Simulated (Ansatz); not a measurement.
**HfC (antiNiAs): equation of state**

The task here is to estimate one member of a computed series from the others.

Method: DFT PBE, scalar-relativistic, plane waves, PAW, in Ansatz 0.2.0.

1 further run of the same task is left out (it didn't finish). Runs told in other sessions of the task aren't counted.

### Starting point

The structure is hexagonal, space group P6_3/mmc (No. 194). The conventional cell has a = 3.330 Å, b = 3.330 Å, c = 5.227 Å, α = 90.00°, β = 90.00°, γ = 120.00°. Around Hf (site symmetry -6m2) lie 6 C at 2.32 Å. C (site symmetry -3m) is surrounded by 6 Hf at 2.32 Å.

As a file:

```cif
data_structure
_symmetry_space_group_name_H-M 'P 1'
_symmetry_Int_Tables_number 1
_cell_length_a 3.3299
_cell_length_b 3.3299
_cell_length_c 5.2275
_cell_angle_alpha 90.000
_cell_angle_beta 90.000
_cell_angle_gamma 120.000
_cell_volume 50.20
loop_
_atom_site_label
_atom_site_type_symbol
_atom_site_fract_x
_atom_site_fract_y
_atom_site_fract_z
_atom_site_occupancy
Hf1 Hf 0.33333 0.66667 0.25000 1
Hf2 Hf 0.66667 0.33333 0.75000 1
C1 C 0.00000 0.00000 0.00000 1
C2 C 0.00000 0.00000 0.50000 1
```

This cell comes from an earlier session at PBE: 12.550 Å³/atom at 0.01 GPa, on a 12×12×8 mesh.

Volume factors to run: 0.980, 1.020, 0.960, 1.040, 1.070, 1.100, 0.945.

Set-up of the first run:

File input.yaml:

```yaml
crystal:
  lattice:
    - [3.3075837485, 0.0, 0.0]
    - [-1.6537918743, 2.8644515514, 0.0]
    - [0.0, 0.0, 5.1924058557]
  atoms:
    - { symbol: Hf, position: [0.3333333333, 0.6666666667, 0.25] }
    - { symbol: Hf, position: [0.6666666667, 0.3333333333, 0.75] }
    - { symbol: C, position: [0.0, 0.0, 0.0] }
    - { symbol: C, position: [0.0, 0.0, 0.5] }
basis:
  ecutwfc: 420
  ecutrho_ratio: 4
kpoints:
  mp_grid: { grid: [12, 12, 8] }
hamiltonian:
  xc: pbe
scf:
  occupations: { method: gaussian, width: 0.05 }
output:
  forces: true
  stress: true
  eigenvalues: true
relax:
  f_tol: 0.01
  max_steps: 40
  cell: { stress_tol: 0.1, fix: [volume] }
```

On the command line:

```console
ansatz run input.yaml --threads 2 --pin off --max-ram 2662MiB --backend cpu --events-out ev --progress --plain --runs-dir out
```

Among the steps run: At 0.980 of the relaxed volume; At 1.020 of the relaxed volume; At 0.960 of the relaxed volume; Volume × 1.040; At 1.070 of the relaxed volume; Scaling the volume by 1.100; Volume × 0.945.

One table of the session follows, with a row left open; its other results are not shown here.

It belongs to the step «Energy and pressure against volume». 

| volume (Å³/atom) | energy (meV/atom) | pressure (GPa) |
| --- | --- | --- |
| 11.860 | 30.17 | 14.67 |
| 12.048 | 15.55 | 10.26 |
| 12.299 | 3.76 | 4.88 |
| 12.550 | 0.00 | 0.01 |
| 12.801 | 3.49 | -4.39 |
| 13.052 | 13.54 | -8.36 |
| 13.428 | ? | ? |
| 13.805 | 76.97 | -18.14 |

Q: Estimate the row for volume (Å³/atom) = 13.428 from the others.

Worked estimate for «energy (meV/atom)». A straight line through the neighbours (13.052, 13.54) and (13.805, 76.97) gives 13.54 + (76.97 − 13.54) × (13.428 − 13.052) / (13.805 − 13.052) = 45.21; a parabola fitted to 3 rows on both sides gives 38.97.

As computed: energy (meV/atom): 39.52; pressure (GPa): -13.62. In «energy (meV/atom)» the line misses by +5.69 and the parabola by -0.55.

To keep in mind: Warnings in the runs' records: bands unlocked at the loops exit, forces off the residual converged image, eigensolver not converged.
